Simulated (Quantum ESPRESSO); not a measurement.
# WS2 (R3m) in Quantum ESPRESSO: single point with PBEsol

Aim: the single point of WS2 with PBEsol.

Everything below comes from runs of Quantum ESPRESSO 7.5. Logs are shortened: lines on timing, memory, paths and dates and some standing lists are left out, and cuts for length are marked.

### 1 Starting point

Symmetry: R3m, No. 160, trigonal system. Conventional cell: a = 3.158 Å, b = 3.158 Å, c = 18.490 Å, α = 90.00°, β = 90.00°, γ = 120.00°. W (site symmetry 3m) has 6 S at 2.39 to 2.42 Å as nearest neighbours. S (site symmetry 3m) is surrounded by 3 W at 2.42 Å. Around S (site symmetry 3m) lie 3 W at 2.39 Å.

Measurements of this composition are mostly on another form, of space group No. 194.

### 2 Single point, PBEsol

scf.in

```
&CONTROL
  calculation = 'scf'
  prefix = 'pwscf'
  outdir = './tmp'
  pseudo_dir = './pseudo'
/
&SYSTEM
  ibrav = 0
  nat = 3
  ntyp = 2
  ecutwfc = 74
  nbnd = 20
  occupations = 'smearing'
  smearing = 'fd'
  degauss = 0.00367493
  force_symmorphic = .true.
/
&ELECTRONS
  conv_thr = 6d-10
  electron_maxstep = 120
  mixing_beta = 0.5
/
ATOMIC_SPECIES
W    183.8400 W.upf
S     32.0600 S.upf
CELL_PARAMETERS angstrom
   1.5790000000    0.9116360751    6.1633333333
  -1.5790000000    0.9116360751    6.1633333333
   0.0000000000   -1.8232721501    6.1633333333
ATOMIC_POSITIONS crystal
W      0.0000000000    0.0000000000    0.0000000000
S      0.5810000000    0.5810000000    0.5810000000
S      0.7503000000    0.7503000000    0.7503000000
K_POINTS automatic
10 10 10 0 0 0
```

nscf.in

```
&CONTROL
  calculation = 'nscf'
  prefix = 'pwscf'
  outdir = './tmp'
  pseudo_dir = './pseudo'
/
&SYSTEM
  ibrav = 0
  nat = 3
  ntyp = 2
  ecutwfc = 74
  nbnd = 213
  occupations = 'fixed'
  force_symmorphic = .true.
/
&ELECTRONS
  conv_thr = 1d-08
  diago_full_acc = .true.
  diago_thr_init = 1d-06
/
ATOMIC_SPECIES
W    183.8400 W.upf
S     32.0600 S.upf
CELL_PARAMETERS angstrom
   1.5790000000    0.9116360751    6.1633333333
  -1.5790000000    0.9116360751    6.1633333333
   0.0000000000   -1.8232721501    6.1633333333
ATOMIC_POSITIONS crystal
W      0.0000000000    0.0000000000    0.0000000000
S      0.5810000000    0.5810000000    0.5810000000
S      0.7503000000    0.7503000000    0.7503000000
K_POINTS automatic
4 4 4 0 0 0
```

Potentials or basis: PseudoDojo 0.4.1 SR PBEsol standard.

The run is started by

```bash
$ OMP_NUM_THREADS=1 pw.x -in scf.in > scf.out
$ OMP_NUM_THREADS=1 pw.x -in nscf.in > nscf.out
```

scf.out:

```text
This program is part of the open-source Quantum ESPRESSO suite
     for quantum simulation of materials; please cite
[... 9 lines left out ...]
     --------------------
     sticks:   dense  smooth     PW     G-vecs:    dense   smooth      PW
     Sum        1661    1661    525                30897    30897    5513

     Using Slab Decomposition

     bravais-lattice index     =            0
     lattice parameter (alat)  =      12.1460  a.u.
     unit-cell volume          =     359.2255 (a.u.)^3
     number of atoms/cell      =            3
     number of atomic types    =            2
     number of electrons       =        26.00
     number of Kohn-Sham states=           20
     kinetic-energy cutoff     =      74.0000  Ry
     charge density cutoff     =     296.0000  Ry
     scf convergence threshold =      6.0E-10
     mixing beta               =       0.5000
     number of iterations used =            8  plain     mixing
     Exchange-correlation= PBESOL
                           (   1   4  10   8   0   0   0)

     celldm(1)=  12.145956  celldm(2)=   0.000000  celldm(3)=   0.000000
     celldm(4)=   0.000000  celldm(5)=   0.000000  celldm(6)=   0.000000

     crystal axes: (cart. coord. in units of alat)
               a(1) = (   0.245668   0.141837   0.958921 )
               a(2) = (  -0.245668   0.141837   0.958921 )
               a(3) = (   0.000000  -0.283673   0.958921 )

     reciprocal axes: (cart. coord. in units 2 pi/alat)
               b(1) = (  2.035264  1.175060  0.347613 )
               b(2) = ( -2.035264  1.175060  0.347613 )
               b(3) = (  0.000000 -2.350120  0.347613 )

     PseudoPot. # 1 for W  read from file:
     W.upf
     Pseudo is Norm-conserving + core correction, Zval = 14.0
     Generated using ONCVPSP code by D. R. Hamann
     Using radial grid of 1396 points,  8 beta functions with:
                l(1) =   0
                l(2) =   0
                l(3) =   1
                l(4) =   1
                l(5) =   2
                l(6) =   2
                l(7) =   3
                l(8) =   3

     PseudoPot. # 2 for S  read from file:
     S.upf
     Pseudo is Norm-conserving + core correction, Zval =  6.0
     Generated using ONCVPSP code by D. R. Hamann
     Using radial grid of 1146 points,  6 beta functions with:
                l(1) =   0
                l(2) =   0
                l(3) =   1
                l(4) =   1
                l(5) =   2
                l(6) =   2

     atomic species   valence    mass     pseudopotential
     W                14.00   183.84000     W ( 1.00)
     S                 6.00    32.06000     S ( 1.00)

      6 Sym. Ops. (no inversion) found

   Cartesian axes

     site n.     atom                  positions (alat units)
         1        W      tau(   1) = (   0.0000000   0.0000000   0.0000000  )
         2        S      tau(   2) = (  -0.0000000   0.0000000   1.6713992  )
         3        S      tau(   3) = (   0.0000000   0.0000000   2.1584352  )

     number of k points=   116  Fermi-Dirac smearing, width (Ry)=  0.0037

     Number of k-points >= 100: set verbosity='high' to print them.

     Dense  grid:    30897 G-vectors     FFT dimensions: (  72,  72,  72)

     Initial potential from superposition of free atoms

     starting charge      25.9995, renormalised to      26.0000
     Starting wfcs are   18 randomized atomic wfcs +    2 random wfcs

     Self-consistent Calculation

     iteration #  1     ecut=    74.00 Ry     beta= 0.50
     Davidson diagonalization with overlap
     ethr =  1.00E-02,  avg # of iterations =  6.2

     Threshold (ethr) on eigenvalues was too large:
     Diagonalizing with lowered threshold

     Davidson diagonalization with overlap
     ethr =  2.80E-04,  avg # of iterations =  5.1

     total energy              =    -195.91512983 Ry
     estimated scf accuracy    <       0.08319246 Ry

     iteration #  2     ecut=    74.00 Ry     beta= 0.50
     Davidson diagonalization with overlap
     ethr =  3.20E-04,  avg # of iterations =  2.0

     total energy              =    -195.92721422 Ry
     estimated scf accuracy    <       0.00881555 Ry

     iteration #  3     ecut=    74.00 Ry     beta= 0.50
     Davidson diagonalization with overlap
     ethr =  3.39E-05,  avg # of iterations =  4.7

     total energy              =    -195.92738707 Ry
     estimated scf accuracy    <       0.01240919 Ry

     iteration #  4     ecut=    74.00 Ry     beta= 0.50
     Davidson diagonalization with overlap
     ethr =  3.39E-05,  avg # of iterations =  1.9

     total energy              =    -195.92934808 Ry
     estimated scf accuracy    <       0.00079911 Ry

     iteration #  5     ecut=    74.00 Ry     beta= 0.50
     Davidson diagonalization with overlap
     ethr =  3.07E-06,  avg # of iterations =  4.2

     total energy              =    -195.92941141 Ry
     estimated scf accuracy    <       0.00006351 Ry

     iteration #  6     ecut=    74.00 Ry     beta= 0.50
     Davidson diagonalization with overlap
     ethr =  2.44E-07,  avg # of iterations =  2.2

     total energy              =    -195.92942529 Ry
     estimated scf accuracy    <       0.00001364 Ry

     iteration #  7     ecut=    74.00 Ry     beta= 0.50
     Davidson diagonalization with overlap
     ethr =  5.25E-08,  avg # of iterations =  2.3

     total energy              =    -195.92942845 Ry
     estimated scf accuracy    <       0.00000096 Ry

     iteration #  8     ecut=    74.00 Ry     beta= 0.50
     Davidson diagonalization with overlap
     ethr =  3.70E-09,  avg # of iterations =  3.6

     total energy              =    -195.92942871 Ry
     estimated scf accuracy    <       0.00000002 Ry

     iteration #  9     ecut=    74.00 Ry     beta= 0.50
     Davidson diagonalization with overlap
     ethr =  8.74E-11,  avg # of iterations =  4.0

     total energy              =    -195.92942872 Ry
     estimated scf accuracy    <          6.1E-09 Ry

     iteration # 10     ecut=    74.00 Ry     beta= 0.50
     Davidson diagonalization with overlap
     ethr =  2.35E-11,  avg # of iterations =  2.0

     End of self-consistent calculation

     Number of k-points >= 100: set verbosity='high' to print the bands.

     the Fermi energy is    12.1142 ev

!    total energy              =    -195.92942872 Ry
     estimated scf accuracy    <          9.9E-11 Ry
     smearing contrib. (-TS)   =      -0.00000003 Ry
     internal energy E=F+TS    =    -195.92942869 Ry

     The total energy is F=E-TS. E is the sum of the following terms:
     one-electron contribution =     -81.87295712 Ry
     hartree contribution      =      51.50185733 Ry
     xc contribution           =     -45.63210075 Ry
     ewald contribution        =    -119.92622815 Ry

     convergence has been achieved in  10 iterations

=------------------------------------------------------------------------------=
   JOB DONE.
=------------------------------------------------------------------------------=
```

nscf.out:

```text
This program is part of the open-source Quantum ESPRESSO suite
     for quantum simulation of materials; please cite
         "P. Giannozzi et al., J. Phys.:Condens. Matter 21 395502 (2009);
         "P. Giannozzi et al., J. Phys.:Condens. Matter 29 465901 (2017);
         "P. Giannozzi et al., J. Chem. Phys. 152 154105 (2020);
[... 493 lines left out ...]
   130.8763 132.9300 133.3190 133.3190 133.3747 134.5801 134.5801 135.0864
   135.5411 135.5411 136.2690 136.9425 136.9425 137.5055 137.8734 137.8734
   138.1098 138.1098 139.7523 139.8814 139.8814

     highest occupied, lowest unoccupied level (ev):    11.6536   12.9773

=------------------------------------------------------------------------------=
   JOB DONE.
=------------------------------------------------------------------------------=
```

Wall time 11 min (1 thread of Arm Neoverse V2, shared host); peak memory 0.25 GiB.

Results:

* Band gap on the k mesh, mean-field level: 1.32 eV, indirect (least direct gap 2.29 eV)

Levels at points of the mesh, in eV from the valence-band top:
| k point | band 9 | band 10 | band 11 | band 12 | band 13 | band 14 | band 15 | band 16 | band 17 | band 18 |
| --- | --- | --- | --- | --- | --- | --- | --- | --- | --- | --- |
| (0.00, 0.00, 0.00) | -3.55 | -2.30 | -2.30 | -1.57 | -1.23 | 2.17 | 2.17 | 2.54 | 2.54 | 4.61 |
| (0.00, 0.00, -0.50) | -5.32 | -4.18 | -2.57 | -1.81 | -1.74 | 2.29 | 2.57 | 3.56 | 3.86 | 4.29 |
| (0.00, -0.50, -0.50) | -5.02 | -4.09 | -3.18 | -2.01 | -1.56 | 2.24 | 2.69 | 3.17 | 4.36 | 4.87 |
| (-0.50, -0.50, -0.50) | -3.57 | -3.57 | -2.27 | -2.27 | 0.00 | 2.29 | 2.29 | 2.38 | 2.38 | 4.84 |

Caveat: the k mesh is coarse (spacing up to 0.58 Å⁻¹), so the values aren't converged; spin-orbit coupling is left out, which moves the levels of the heavy elements. A k mesh can miss the band edges.
